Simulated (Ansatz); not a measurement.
## A trial form of CdH2

Theory: DFT PBE, scalar-relativistic, plane waves, PAW (Ansatz). Cutoff 420 eV, Gaussian smearing, Γ-centred meshes. Cell and atoms relax first on a coarse mesh and then on a converged one. In between, the cell is made exact in the group found at 0.06 Å. The steps can't lower the symmetry of their start. No spin polarisation.

Recipe of this trial structure of CdH2: ordered vacancies on the cation sites of rock salt (R-3m, No. 166) (occupants of the shared sites, in ratio, Cd: 1, vacant: 1). The dimensions are guesses.

```xyz
3
Lattice="1.7310 0.9994 5.6534 -1.7310 0.9994 5.6534 0.0000 -1.9988 5.6534" Properties=species:S:1:pos:R:3 pbc="T T T"
Cd    0.0000    0.0000    0.0000
H     0.0000    0.0000    4.2401
H     0.0000    0.0000   12.7202
```

The zero of energy is the elements' standard structures at the same level (H₂ as a molecule); no fitted shifts are applied.

Question: Which structure results?

Answer: The symmetry stays R-3m (No. 166). The end has the cadmium chloride type. The volume per atom shrinks by 20.0 %, from 19.6 to 15.6 Å³. The shortest distance goes from 2.45 Å (Cd–H) to 2.09 Å (Cd–H). The energy falls by about 0.30 eV/atom (the start's value is from the coarse mesh). Conventional cell: a = 3.171 Å, c = 16.174 Å. Around Cd lie 6 H at 2.09 Å; H is surrounded by 3 Cd at 2.09 Å.

```
CELL_PARAMETERS angstrom
1.58530 0.91527 5.39123
-1.58530 0.91527 5.39123
0.00000 -1.83054 5.39123
ATOMIC_POSITIONS crystal
Cd 0.00000 0.00000 0.00000
H 0.27052 0.27052 0.27052
H 0.72948 0.72948 0.72948
```

Question: How does it come out in energy, and is it a metal?

Answer: The formation energy is +0.402 eV/atom and the gap on the 12×12×12 mesh of the 3-atom cell is 1.77 eV.

It can't be a ground state, since the elements alone are lower.

The last run used Gaussian smearing of 0.02 eV. Weakly bound directions are ill-defined at this level, which has no dispersion term. Kohn–Sham gaps at this level usually fall short of measured ones. With hydrogen, zero-point motion can shift formation energies by some tens of meV/atom. Symmetry constrained the relaxation, so the result can be a saddle point. In all, the 3 runs took 40 s on 1 thread of Intel(R) Xeon(R) Processor @ 2.70GHz, with other jobs on the host.
